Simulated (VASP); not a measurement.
A run of VASP 6.6.1 is set up as follows.

Contents of INCAR:

```
SYSTEM = Al
ALGO     = Fast           ! electronic algorithm
EDIFF    = 1E-6           ! SCF threshold, eV
ENCUT    = 520            ! plane-wave cutoff, eV
GGA      = PE             ! functional
ISIF     = 2              ! what is computed and relaxed
ISMEAR   = 0              ! smearing method
LASPH    = .True.         ! aspherical terms in the spheres
LCHARG   = .False.        ! write CHGCAR
LREAL    = .False.        ! projectors in reciprocal space
LWAVE    = .False.        ! write WAVECAR
NBANDS   = 8              ! bands
NELM     = 100            ! most SCF steps
PREC     = Accurate       ! precision mode
SIGMA    = 0.15           ! smearing width, eV
```

KPOINTS

```
k-points
0
Gamma
  24 24 24
  0 0 0
```

POSCAR

```
Al
1.0
   -1.7637872346      1.5958074980      1.5958074980
    1.5958074980     -1.7637872346      1.5958074980
    1.5958074980      1.5958074980     -1.7637872346
Al
1
Direct
    0.0000000000      0.0000000000      0.0000000000
```

Potentials or basis: VASP PAW PBE potentials, release 64 (Al).

The run is started by

```bash
$ cat potpaw_PBE.64/Al/POTCAR > POTCAR
$ mpirun -np 1 vasp_std > vasp.out
```

(1) Predict the pressure.

(2) Predict the band gap on the k mesh.

## Answers

(1) 7.6 GPa.

(2) none (metal or under the smearing width).
